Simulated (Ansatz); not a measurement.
TiO2 (Anatase) under changes of volume

One of the cells (11.354 Å³/atom); the others are scaled copies at fixed shape and fractional positions:

```
Ti O
1.0
    -1.89210    1.89210    4.75730
     1.89210   -1.89210    4.75730
     1.89210    1.89210   -4.75730
Ti O
2 4
Direct
  0.75000 0.25000 0.50000
  0.00000 0.00000 0.00000
  0.79190 0.79190 0.00000
  0.54190 0.04190 0.50000
  0.95810 0.45810 0.50000
  0.20810 0.20810 0.00000
```

| Property | Result |
| --- | --- |
| Program | Ansatz 0.2.0 |
| Functional | r2SCAN |
| Dispersion | rVV10 |
| Potentials or basis | Ansatz PAW |
| Cutoff | 500 eV (not typed: the program's choice for these potentials) |
| k mesh | 10 × 10 × 10 |
| Occupations | fermi-dirac, width 0.05 eV |
| Spin | no spin polarisation |

```tsv
volume (Å³/atom)	energy over the lowest point (meV/atom)	pressure (GPa)	gap on the mesh (eV)	largest force (eV/Å)
10.673	29.56	15.4	2.67	0.442
10.900	?	?	?	?
11.127	2.38	4.1	2.57	0.154
11.354	0.00	-0.7	2.51	0.025
11.581	4.11	-5.0	2.46	0.095
11.808	14.06	-8.9	2.41	0.206
12.035	29.27	-12.5	2.36	0.310
```

What does the run at 10.900 Å³/atom give?

Energy over the lowest point 11.97 meV/atom; pressure 9.5 GPa; gap on the mesh 2.62 eV; largest force 0.293 eV/Å.

Worked out: A Birch-Murnaghan fit of order 3 (a polynomial in V^(-2/3)) to the other rows has its minimum at 11.32 Å³/atom with B0 = V·E''(V) = 232 GPa and B' = 4.2 at fixed shape and positions, which overstates the stiffness. It gives 11.96 meV/atom at 10.900 Å³/atom, against the run's 11.97, and -dE/dV = 9.5 GPa, against 9.5. A straight line through the other rows of the gap, of slope -2.6 eV per unit of ln V, gives 2.62 eV, against the run's 2.62.

Energies are extrapolated to zero smearing.

Caveats: the PAW data sets come from PBE, with cores solved anew for the run's functional, which leaves a small shift of forces and pressure.

A mesh can miss the band edges.
